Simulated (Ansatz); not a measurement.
Input and command of a plane-wave DFT calculation in Ansatz:

```yaml
crystal:
  lattice:
    - [4.6045184592, 0.0, 0.0]
    - [0.0, 6.5117724532, 0.0]
    - [0.0, 0.0, 24.2090369185]
  atoms:
    - { symbol: Hg, position: [0.5, 0.5, 0.3098016673] }
    - { symbol: Te, position: [0.0, 0.25, 0.3098016673] }
    - { symbol: Hg, position: [0.0, 0.0, 0.4049008336] }
    - { symbol: Te, position: [0.5, 0.75, 0.4049008336] }
    - { symbol: Hg, position: [0.5, 0.5, 0.5] }
    - { symbol: Te, position: [0.0, 0.25, 0.5] }
    - { symbol: Hg, position: [0.0, 0.0, 0.5950991664] }
    - { symbol: Te, position: [0.5, 0.75, 0.5950991664] }
    - { symbol: Hg, position: [0.5, 0.5, 0.6901983327] }
    - { symbol: Te, position: [0.0, 0.25, 0.6901983327] }
basis:
  ecutwfc: 420
kpoints:
  mp_grid: { grid: [8, 6, 1] }
hamiltonian:
  xc: pbesol
scf:
  occupations: { method: gaussian, width: 0.1 }
  n_extra_bands: 1
output:
  forces: true
  stress: true
  eigenvalues: true
efield:
  axis: 3
  dipole_correction: true
  ramp_width: 0.04
```

```bash
ansatz run input.yaml --threads 1 --pin off --max-ram 2560MiB --backend cpu --events-out ev --progress --plain --runs-dir out
```

Processor: Intel(R) Xeon(R) 6975P-C (Granite Rapids), 1 thread, on a host shared with other jobs.

Question: How long does it run, and how much memory does it take?

Answer: About 73 s on 1 thread of Intel(R) Xeon(R) 6975P-C (Granite Rapids), with other jobs on the host, peak memory 1.4 GiB. It solves 91 bands at 20 k points (the mesh reduced by the symmetry that the task leaves, which can be less than the crystal's) with about 14211 plane waves, in 8 SCF iterations.
